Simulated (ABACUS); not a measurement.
Here is an ABACUS 3.10.1 calculation.

Contents of INPUT:

```
INPUT_PARAMETERS
suffix              Cd
calculation         scf
basis_type          lcao
pseudo_dir          ./
orbital_dir         ./
symmetry            1
dft_functional      MGGA_X_R2SCAN+MGGA_C_R2SCAN
ecutwfc             103
pseudo_rcut         10
nspin               1
nbands              30
ks_solver           genelpa
smearing_method     fd
smearing_sigma      0.00367493
scf_thr             1e-07
scf_nmax            100
mixing_type         broyden
mixing_beta         0.7
cal_force           1
cal_stress          1
mixing_tau          1
out_mul             1
out_chg             1
out_pot             2
out_elf             1
```

The input STRU:

```
ATOMIC_SPECIES
Cd 112.4140 Cd_ONCV_PBE-1.2.upf

NUMERICAL_ORBITAL
Cd_confined-atom_7au_3s2p2d1f.orb

LATTICE_CONSTANT
5.6292484609

LATTICE_VECTORS
1.0000000000 0.0000000000 0.0000000000
-0.5000000000 0.8660254038 0.0000000000
0.0000000000 0.0000000000 1.8858325472

ATOMIC_POSITIONS
Cartesian

Cd
0.0
2
0.5000000000 0.2886751346 1.4143744104 1 1 1
0.0000000000 0.5773502692 0.4714581368 1 1 1
```

KPT

```
K_POINTS
0
Gamma
7 7 4 0 0 0
```

Potentials or basis: SG15 ONCV 1.2 PBE, DZP LCAO (the cutoffs set its grid).

The run is started by

```bash
$ OMP_NUM_THREADS=1 mpirun -np 4 abacus > log
```

Task: Estimate the pressure.

Result: 0.4 GPa.

Task: What does it give for the band gap on the k mesh?

Result: None (metal or under the smearing width).

Stress tensor (GPa, compression positive):
```
 0.72  0.00  0.00
 0.00  0.72  0.00
 0.00  0.00 -0.10
```

Caveat: the atomic orbitals were generated for these runs and aren't a published set; the potentials were made for another functional, which shifts forces and pressure; the basis of atomic orbitals isn't converged, which shifts pressures, moduli and gaps.
